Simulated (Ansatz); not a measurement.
**How much do the gradients of TiO2 depend on the method?**

Cell: a Materials Project structure (computed, not necessarily an observed phase), atoms as given.

```cif
data_structure
_symmetry_space_group_name_H-M 'P 1'
_symmetry_Int_Tables_number 1
_cell_length_a 7.3600
_cell_length_b 7.3600
_cell_length_c 7.3600
_cell_angle_alpha 92.329
_cell_angle_beta 92.329
_cell_angle_gamma 156.740
_cell_volume 154.21
loop_
_atom_site_label
_atom_site_type_symbol
_atom_site_fract_x
_atom_site_fract_y
_atom_site_fract_z
_atom_site_occupancy
Ti1 Ti 0.64445 0.17259 0.81704 1
Ti2 Ti 0.17259 0.35555 0.52813 1
Ti3 Ti 0.82741 0.64445 0.47187 1
Ti4 Ti 0.35555 0.82741 0.18296 1
O5 O 0.83626 0.45898 0.29525 1
O6 O 0.45898 0.16374 0.62272 1
O7 O 0.54102 0.83626 0.37728 1
O8 O 0.16374 0.54102 0.70475 1
O9 O 0.15661 0.79096 0.94757 1
O10 O 0.79096 0.84339 0.63436 1
O11 O 0.84339 0.20904 0.05243 1
O12 O 0.20904 0.15661 0.36564 1
```

Atoms are numbered from 1 in the order listed; like atoms form one site, named after its first atom.

First run. Method: Kohn–Sham DFT in Ansatz, PBE, plane waves and PAW, scalar-relativistic, 420 eV cutoff, Γ-centred 8×8×8 k-points, Fermi–Dirac smearing 0.02 eV.

| site | atom | V_zz (10²¹ V/m²) | η |
| --- | --- | --- | --- |
| Ti | 1 | -2.22 | 1.00 |
| O5 | 5 | -1.87 | 0.02 |
| O9 | 9 | 0.76 | 0.16 |

Second run. The same atoms and settings, except that the functional is r2SCAN and the cutoff is 500 eV.

(1) Given the first result, estimate the second.

Results:

(1) 

```json
{"site": "Ti", "atom": "1", "V_zz": "-2.23", "η": "0.98", "change of V_zz": "-0.01"}
{"site": "O5", "atom": "5", "V_zz": "-2.08", "η": "0.05", "change of V_zz": "-0.21"}
{"site": "O9", "atom": "9", "V_zz": "0.80", "η": "0.32", "change of V_zz": "+0.04"}
```

The largest change of V_zz is on O5, from -1.87 to -2.08. In per cent, |V_zz| changes by 0 on Ti, +4 to +11 on O (all sites that start above 0.5). On O9 V_xx and V_yy change places (or their axes turn by over 50°), so the two values of η hide a larger change.
